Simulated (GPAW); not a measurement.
A run of GPAW 26.7.0 is set up as follows.

File run.py:

```python
from ase.dft.bandgap import bandgap
from ase.io import read, write
from ase.units import GPa
from gpaw import GPAW, PW

atoms = read('POSCAR')

calc = GPAW(mode=PW(800),
            xc='PBE',
            kpts={'size': (10, 10, 10), 'gamma': True},
            occupations={'name': 'methfessel-paxton', 'order': 0, 'width': 0.027000000000000003},
            nbands=11,
            convergence={'density': 1e-05, 'energy': 1e-05},
            maxiter=150,
            txt='gpaw.txt')
atoms.calc = calc
energy = atoms.get_potential_energy()
forces = atoms.get_forces()
stress = atoms.get_stress()
calc.write('gs.gpw')
write('result.traj', atoms)
print(f'Energy: {energy:.6f} eV')
print('Forces (eV/A):')
print(forces.round(4))
print('Stress (GPa):', (stress / GPa).round(3))
print('Fermi level:', round(calc.get_fermi_level(), 4), 'eV')
print(f'Gap: {bandgap(calc)[0]:.4f} eV, direct: {bandgap(calc, direct=True)[0]:.4f} eV')
```

POSCAR

```
BAs
1.0
    0.0000000000      2.3885000000      2.3885000000
    2.3885000000      0.0000000000      2.3885000000
    2.3885000000      2.3885000000      0.0000000000
As B
1 1
Direct
    0.7500000000      0.7500000000      0.7500000000
    0.0000000000      0.0000000000      0.0000000000
```

Potentials or basis: GPAW PAW data sets (gpaw-data 1.2.1), pw.

Run with:

```sh
$ OMP_NUM_THREADS=1 python run.py
```

**Question.** Predict the band gap on the k mesh.

**Answer.** 1.18 eV, indirect (least direct gap 3.29 eV).

**Question.** Predict the pressure.

**Answer.** 3.3 GPa.

A k mesh can miss the band edges. PBE gaps usually lie below the measured ones, often by a third to a half.
